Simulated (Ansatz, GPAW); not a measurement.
This is a calculation of Sb (Antimony) for GPAW 26.7.0 (ASE script). 

File run.py:

```python
from ase import Atoms
from ase.dft.bandgap import bandgap
from ase.io import write
from ase.units import Bohr, GPa
from gpaw import GPAW, PW
from gpaw.elf import elf_from_dft_calculation

atoms = Atoms(['Sb', 'Sb'],
              cell=[[2.1542, 1.2437279499, 3.758],
                    [-2.1542, 1.2437279499, 3.758],
                    [0.0, -2.4874558998, 3.758]],
              scaled_positions=[[0.76651, 0.76651, 0.76651],
                                [0.23349, 0.23349, 0.23349]],
              pbc=True)

calc = GPAW(mode=PW(600),
            xc='PBE',
            kpts={'size': (8, 8, 8), 'gamma': True},
            occupations={'name': 'methfessel-paxton', 'order': 0, 'width': 0.02},
            nbands=25,
            convergence={'density': 1e-05, 'energy': 1e-05},
            maxiter=150,
            txt='gpaw.txt')
atoms.calc = calc
energy = atoms.get_potential_energy()
forces = atoms.get_forces()
stress = atoms.get_stress()
calc.write('gs.gpw')
write('result.traj', atoms)
print(f'Energy: {energy:.6f} eV')
print('Forces (eV/A):')
print(forces.round(4))
print('Stress (GPa):', (stress / GPa).round(3))
print('Fermi level:', round(calc.get_fermi_level(), 4), 'eV')
print(f'Gap: {bandgap(calc)[0]:.4f} eV, direct: {bandgap(calc, direct=True)[0]:.4f} eV')

# fields on the real-space grid
write('density.cube', atoms, data=calc.get_pseudo_density() * Bohr**3)
write('potential.cube', atoms, data=calc.get_electrostatic_potential())
write('elf.cube', atoms, data=elf_from_dft_calculation(calc).data)
```

Potentials or basis: GPAW PAW data sets (gpaw-data 1.2.1), pw.

Run with:

```console
$ OMP_NUM_THREADS=1 python run.py
```

Q: Set up the same calculation for Ansatz 0.2.0. Potentials or basis there: Ansatz PAW, cutoff 420 eV.

A: As run (cutoffs and basis follow the program's own potentials, and thresholds, step limits or extra output files can differ):

The input input.yaml:

```yaml
crystal:
  lattice:
    - [2.1542, 1.2437279499, 3.758]
    - [-2.1542, 1.2437279499, 3.758]
    - [0.0, -2.4874558998, 3.758]
  atoms:
    - { symbol: Sb, position: [0.76651, 0.76651, 0.76651] }
    - { symbol: Sb, position: [0.23349, 0.23349, 0.23349] }
hamiltonian:
  xc: pbe
  pseudopotentials: { kind: paw }
kpoints:
  mp_grid: { grid: [8, 8, 8] }
scf:
  occupations: { method: gaussian, width: 0.02 }
output:
  forces: true
  stress: true
  eigenvalues: true
```

Potentials or basis: Ansatz PAW.

Launch:

```console
$ ansatz run input.yaml --threads 2 --pin off --max-ram 5632MiB --backend cpu --events-out ev --progress --plain --runs-dir out
```

Both were run:

|  | GPAW | Ansatz |
| --- | --- | --- |
| Pressure | 2.4 GPa | 2.7 GPa |
| Largest force | 0.125 eV/Å | 0.141 eV/Å |

Ansatz's pressure holds a Pulay term of +0.03 GPa for its cutoff of 420 eV, which the other run lacks.

Where Ansatz's input types no cutoff or centring, it takes its own default and a Γ-centred mesh.

Pressure is positive in compression.
